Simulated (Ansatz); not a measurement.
Runs of Ansatz 0.2.0 on P. It takes space group R-3m (No. 166, trigonal). Conventional cell: a = 3.451 Å, b = 3.451 Å, c = 9.389 Å, α = 90.00°, β = 90.00°, γ = 120.00°. Around P (site symmetry 3m) lie 3 P at 2.29 Å. This isn't the form of P at room conditions, which is orthorhombic.

```tsv
task	level	potentials or basis	spin	cell	k mesh	cutoff (eV)	smearing	moments locked	pressure (GPa)	moment (μB)	largest force (eV/Å)
band structure	PBE-PBEsol	all-electron LAPW, scalar-relativistic	collinear, antiferromagnetic start, moments held on the sites	atoms moved at random, drawn with an rms of 0.15 Å	9 × 9 × 9	255	fermi-dirac 0.1 eV	each atom's moment, at its start value	-	0.00	1.36
elastic constants	PBEsol+D4	all-electron LAPW, scalar-relativistic	collinear, ferromagnetic start	as given	7 × 7 × 7	240	fermi-dirac 0.01 eV	-	(a)	0.00	-
band structure	PBEsol+D4	all-electron LAPW, scalar-relativistic	collinear, random start	volume scaled by 1.08	9 × 9 × 9	205	tetrahedron	-	-9.3	0.00	0.26
relaxation of the atoms	PBEsol+D3(BJ)	all-electron LAPW, relativistic spinors	SOC, no magnetisation	atoms relaxed from: atoms moved at random, drawn with an rms of 0.02 Å	7 × 7 × 7	-	fermi-dirac 0.05 eV	-	-6.4	-	0.02
```

Alike in all rows: basis error allowed 0.001 eV/atom.

**Question.** Fill in the values left out.

**Answer.** (a) -5.3.

Caveats: pairwise dispersion overbinds metals, which lowers pressure and volume (some runs); the SCF stop doesn't bound the stress (some runs); each atom's moment is held at its typed value, so this isn't a free magnetic state (some runs); the cell is more than 3 GPa from zero pressure, which shifts response properties (some runs); the program listed the state as in doubt (some runs); the k mesh is thin for a metal, which can move the energy by tens of meV per atom (some runs); elastic constants of metals need much finer meshes, so these are rough (some runs).
